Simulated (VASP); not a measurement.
A run of VASP 6.6.1:

INCAR

```
ALGO = Normal
EDIFF = 1E-7
EDIFFG = -0.01
ENCUT = 600
IBRION = 2
ISIF = 4
ISMEAR = 1
LASPH = T
LCHARG = F
LMIXTAU = T
LREAL = F
LWAVE = F
METAGGA = R2SCAN
NELM = 80
NSW = 40
PREC = Accurate
SIGMA = 0.1
```

The input KPOINTS:

```
k-points
0
Gamma
  15 15 7
```

File POSCAR:

```
Hf                                      
1.0
    3.2566110690      0.0000000000      0.0000000000
   -1.6283055344      2.8203079161      0.0000000000
    0.0000000000      0.0000000000      5.1331350258
  Hf            
     2
Direct
     0.3333333332999970    0.6666666667000030    0.2500000000000000
     0.6666666667000030    0.3333333332999970    0.7500000000000000
```

Potentials or basis: VASP PAW PBE potentials, release 64 (Hf_pv).

Command:

```bash
$ cat potpaw_PBE.64/Hf_pv/POTCAR > POTCAR
$ mpirun -np 1 vasp_std > vasp.out
```

Hardware: 1 thread of Intel(R) Xeon(R) 6975P-C (Granite Rapids), with other jobs on the host.

**Question.** How long does it take, and how much memory?

**Answer.** Run time: 5.5 min on 1 thread of Intel(R) Xeon(R) 6975P-C (Granite Rapids), with other jobs on the host, peak memory 0.25 GiB. Counts: scf iterations 34, k points 108, ion steps 2.
